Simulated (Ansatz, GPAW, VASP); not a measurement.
Au: 3 runs at one level of theory

```
CELL_PARAMETERS angstrom
0.00000 2.03500 2.03500
2.03500 0.00000 2.03500
2.03500 2.03500 0.00000
ATOMIC_POSITIONS crystal
Au 0.00000 0.00000 0.00000
```

Alike in all runs: task single point; functional PBE; k mesh 11 × 11 × 11; occupations gaussian, width 0.016 eV; no spin polarisation; no spin-orbit coupling. Pressure is positive in compression and, in plane waves, holds the error of the finite cutoff, which Ansatz's Pulay term estimates and takes out.

```
                    program and potentials  plane-wave cutoff (eV)                                                                      notes  pressure (GPa)
                        Ansatz, Ansatz PAW                     420  19 valence electrons an atom on average; Pulay term of +0.06 GPa included           10.84
GPAW, GPAW PAW data sets (gpaw-data 1.2.1)                     600                                    11 valence electrons an atom on average           13.36
            VASP, PBE PAW files Au, 520 eV                     520                                    11 valence electrons an atom on average           10.51
```

The pressure spans 10.51 (VASP, PBE PAW files Au, 520 eV) to 13.36 GPa (GPAW, GPAW PAW data sets (gpaw-data 1.2.1)). The cell lies far from this level's equilibrium.

Differences between rows come from potentials, basis sets and numerical settings, since the functional is the same but for its coding. Runs on potential files found faulty are left out.
